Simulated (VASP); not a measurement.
# NaH: convergence, self-consistent run

NaH, Fm-3m (no. 225), 2 atoms in the cell. RevPBE; PAW potentials Na_pv, H (PBE set). VASP 6.6.1.

Wanted: levels at the zone centre within 0.003 eV.

What the run is for: levels; Accuracy asked: tight.

Levels at the zone centre: counted from the valence top at that point.

POSCAR:
```
NaH
1.0
    0.0000000000      2.4400000000      2.4400000000
    2.4400000000      0.0000000000      2.4400000000
    2.4400000000      2.4400000000      0.0000000000
Na H
1 1
Direct
    0.0000000000      0.0000000000      0.0000000000
    0.5000000000      0.5000000000      0.5000000000
```

The series start from Plane-wave cutoff (eV): 340; k-point mesh: 8 × 8 × 8; Precision mode (PREC): Accurate; Electronic threshold (eV): 1e-6; Bands in all (NBANDS): 14; Aspherical gradient terms in the spheres (LASPH): yes; Electronic algorithm: ALGO=Normal; Density mixing: defaults; Use of symmetry (ISYM): defaults. Each series keeps the choices made before it, and each single choice may use up half of a tolerance.

## Plane-wave cutoff (eV)

| Plane-wave cutoff (eV) | Levels at the zone centre, largest deviation (eV) | SCF iterations | Time (s) |
|---|---|---|---|
| 210 | 0.1441 | 13 | 7.4 |
| 260 | 0.0472 | 13 | 8.5 |
| 300 | 0.0290 | 12 | 7.9 |
| 340 | 0.0133 | 12 | 11 |
| 390 | 0.0072 | 12 | 11 |
| 460 | 0.0017 | 12 | 12 |
| 550 | 0.0007 | 12 | 14 |
| 690 (reference) | 0.0000 | 12 | 16 |

## k-point mesh

| k-point mesh | Levels at the zone centre, largest deviation (eV) | SCF iterations | Time (s) |
|---|---|---|---|
| 3 × 3 × 3 | 0.0094 | 12 | 4.5 |
| 4 × 4 × 4 | 0.0008 | 12 | 7.2 |
| 5 × 5 × 5 | 0.0005 | 12 | 8.8 |
| 6 × 6 × 6 | 0.0000 | 12 | 9.7 |
| 8 × 8 × 8 | 0.0001 | 12 | 14 |
| 10 × 10 × 10 | 0.0001 | 12 | 19 |
| 12 × 12 × 12 | 0.0000 | 12 | 27 |
| 15 × 15 × 15 (reference) | 0.0000 | 12 | 40 |

## Precision mode (PREC)

| Precision mode (PREC) | Levels at the zone centre, largest deviation (eV) | SCF iterations | Time (s) |
|---|---|---|---|
| SingleN | 0.0143 | 12 | 5.9 |
| Normal | 0.0002 | 12 | 4.3 |
| Single | 0.0006 | 12 | 5.0 |
| Accurate (reference) | 0.0000 | 12 | 7.2 |

## Electronic threshold (eV)

| Electronic threshold (eV) | Levels at the zone centre, largest deviation (eV) | SCF iterations | Time (s) |
|---|---|---|---|
| 0.001 | 0.0028 | 9 | 3.7 |
| 0.0001 | 0.0028 | 9 | 3.3 |
| 1e-5 | 0.0030 | 10 | 3.9 |
| 1e-6 | 0.0001 | 12 | 4.3 |
| 1e-7 | 0.0001 | 13 | 4.5 |
| 1e-8 (reference) | 0.0000 | 15 | 4.8 |

## Bands in all (NBANDS)

| Bands in all (NBANDS) | Levels at the zone centre, largest deviation (eV) | SCF iterations | Time (s) |
|---|---|---|---|
| 5 | 0.0001 | 12 | 3.2 |
| 6 | 0.0001 | 12 | 3.1 |
| 8 | 0.0001 | 12 | 3.1 |
| 10 | 0.0001 | 12 | 3.5 |
| 14 | 0.0001 | 12 | 4.3 |
| 24 (reference) | 0.0000 | 12 | 4.1 |

## Aspherical gradient terms in the spheres (LASPH)

| Aspherical gradient terms in the spheres (LASPH) | Levels at the zone centre, largest deviation (eV) | SCF iterations | Time (s) |
|---|---|---|---|
| yes | 0.0000 | 12 | 3.2 |
| no | 0.0000 | 12 | 3.0 |

## Electronic algorithm

| Electronic algorithm | Levels at the zone centre, largest deviation (eV) | SCF iterations | Time (s) |
|---|---|---|---|
| ALGO=Normal | 0.0000 | 12 | 3.2 |
| ALGO=Fast | 0.0011 | 14 | 5.2 |
| ALGO=VeryFast | 0.0002 | 20 | 5.7 |
| ALGO=All ISEARCH=1 | 0.0002 | 15 | 6.2 |
| ALGO=All ISEARCH=0 | 0.0002 | 15 | 6.0 |
| ALGO=Damped TIME=0.4 | 0.0001 | 20 | 5.9 |
| ALGO=Damped TIME=0.1 | 0.0004 | 31 | 6.9 |
| ALGO=Old Fast | 0.0004 | 13 | 5.3 |

## Density mixing

| Density mixing | Levels at the zone centre, largest deviation (eV) | SCF iterations | Time (s) |
|---|---|---|---|
| defaults | 0.0000 | 12 | 3.2 |
| WC=0 | 0.0001 | 13 | 5.2 |
| INIMIX=0 | 0.0000 | 12 | 3.5 |
| BMIX=2.0 | 0.0004 | 12 | 3.5 |
| MIXPRE=0 | 0.0001 | 12 | 4.7 |
| MAXMIX=-10 | 0.0000 | 12 | 4.4 |
| AMIX=0.4 IMIX=1 | 0.0011 | 21 | 4.5 |

## Use of symmetry (ISYM)

| Use of symmetry (ISYM) | Levels at the zone centre, largest deviation (eV) | SCF iterations | Time (s) |
|---|---|---|---|
| defaults | 0.0000 | 12 | 3.2 |
| ISYM=1 | 0.0000 | 12 | 3.8 |
| ISYM=0 | 0.0000 | 12 | 4.8 |
| ISYM=-1 | 0.0000 | 12 | 6.4 |

## Question

The rows run from the loosest to the tightest (no order: aspherical gradient terms in the spheres, electronic algorithm, density mixing, use of symmetry). For each series: choose the loosest value from which every tighter one stays within half of the tolerance; where there is no order, keep the first row unless others stay within half of the tolerance and take at least 30 % less time, and then take the fastest.

## Answer

- Plane-wave cutoff (eV): 550
- k-point mesh: 4 × 4 × 4
- Precision mode (PREC): Normal
- Electronic threshold (eV): 1e-6
- Bands in all (NBANDS): 5
- Aspherical gradient terms in the spheres (LASPH): yes
- Electronic algorithm: ALGO=Normal
- Density mixing: defaults
- Use of symmetry (ISYM): defaults

## All choices together

| Input | Levels at the zone centre, largest deviation (eV) | Time (s) |
|---|---|---|
| the program's defaults (naive) | 0.0450 | 4.8 |
| chosen settings | 0.0019 | 3.2 |
| reference settings throughout | 0.0000 | 90 |

The tolerance is met.

Values of the reference run: Levels at the zone centre: -18.7, 0, 13.7 eV from the valence top at Gamma.

## The input

INCAR:
```
SYSTEM = NaH
GGA = RE
ISMEAR = 0
SIGMA = 0.03
LWAVE = .False.
LCHARG = .False.
ISIF = 2
PREC = Normal
LASPH = .True.
LREAL = .False.
ALGO = Normal
EDIFF = 1E-6
NELM = 120
GGA_COMPAT = .False.
ENCUT = 550
EFERMI = MIDGAP
NBANDS = 5
```

KPOINTS:
```
Automatic mesh
0
Gamma
  4 4 4
  0 0 0
```

Commands:
```
cat potpaw_PBE.64/Na_pv/POTCAR potpaw_PBE.64/H/POTCAR > POTCAR
mpirun -np 1 vasp_std > vasp.out
```

The chosen input took VASP 6.6.1 3.2 s on 1 core (AMD EPYC 9R14 (Zen 4)), a shared host.

## An input that fails: too few electronic steps

The electronic loop stops at its limit of 4 steps.

Changes against the starting input:
```
- NELM = 120
+ NELM = 4
```
